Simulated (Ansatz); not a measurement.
Runs of Ansatz 0.2.0 on KF. The structure is cubic, space group Pm-3m (No. 221). The conventional cell has a = 3.259 Å, b = 3.259 Å, c = 3.259 Å, α = 90.00°, β = 90.00°, γ = 90.00°. K (site symmetry m-3m) is surrounded by 8 F at 2.82 Å. Around F (site symmetry m-3m) lie 8 K at 2.82 Å. The cell comes from a database or a generator and needn't be the stable form of this composition.

```tsv
task	level	potentials or basis	spin	cell	k mesh	cutoff (eV)	smearing	broadening	other keys	gap on the mesh (eV)	pressure (GPa)	largest force (eV/Å)
optical spectrum	r2SCAN+rVV10	Ansatz PAW	off	cell strained at random at fixed volume	8 × 8 × 8	500	fixed	0.2 eV	scf.mixing.algorithm = broyden; scf.mixing.beta = 0.2	7.02	-	-
relaxation of cell and atoms	revPBE0+D3(BJ)-ATM	Ansatz PAW	off	relaxed from: volume scaled by 0.8	6 × 6 × 6	420	fermi-dirac 0.1 eV	-	-	(a)	0.0	-
single point	PBE	Ansatz PAW	off	as given	8 × 8 × 8	420	fermi-dirac 0.05 eV	-	-	6.27	0.0	-
single point	SVWN5	JTH PAW LDA	off	volume scaled by 1.04	8 × 8 × 8	1500	fermi-dirac 0.01 eV	-	-	5.66	-6.3	-
electron localisation function	BLYP	JTH PAW	non-collinear, random start	atoms moved at random, drawn with an rms of 0.02 Å	8 × 8 × 8	1500	gaussian 0.1 eV	-	-	6.35	1.2	0.04
single point	PBE	Ansatz PAW	off	atoms moved at random, drawn with an rms of 0.05 Å	8 × 8 × 8	420	fermi-dirac 0.05 eV	-	-	6.27	0.0	0.04
```

Q: Estimate the missing entries.

A: (a) 9.75.

Caveats: the PAW data sets come from PBE, with cores solved anew for the run's functional, which leaves a small shift of forces and pressure (some runs); spectra need much finer meshes, so this one isn't converged (some runs); independent-particle spectra lack excitons (some runs); the plane-wave basis is chosen anew once the cell has moved, so the energies of steps on either side of that aren't comparable (some runs); the starting moments weren't kept (some runs).

A k mesh can miss the band edges.
